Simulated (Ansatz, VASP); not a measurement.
# One calculation of TiB2, two programs

```
CELL_PARAMETERS angstrom
3.02920 0.00000 0.00000
-1.51460 2.62336 0.00000
0.00000 0.00000 3.22840
ATOMIC_POSITIONS crystal
Ti 0.00000 0.00000 0.00000
B 0.33333 0.66667 0.50000
B 0.66667 0.33333 0.50000
```

Alike in both runs: task single point; functional PBEsol; k mesh 6 × 6 × 6; occupations gaussian, width 0.1 eV; no spin polarisation.

|  | VASP | Ansatz |
| --- | --- | --- |
| version | VASP 6.6.1 | Ansatz 0.2.0 |
| potentials or method | VASP PAW PBE potentials, release 64 (Ti_sv, B) | scalar-relativistic, plane waves, PAW |
| plane-wave cutoff (eV) | 520 | 420 |
| valence electrons in the cell | 18 | 18 |

```tsv
	VASP	Ansatz	Ansatz less VASP
gap on the k mesh at the Fermi level (eV)	none	none	-
pressure (GPa)	-4.5	-4.9	-0.38
largest component of the traceless stress (GPa)	3.02	2.95	-0.072
```

A gap of «none» marks a metal or a gap that the smearing closes. With one functional, cell and mesh, what is left measures potentials, basis and numerics.

Caveats: the k mesh is coarse (spacing up to 0.40 Å⁻¹), so the values aren't converged; the PAW data sets were made with another functional, which shifts forces and pressure a little (VASP).
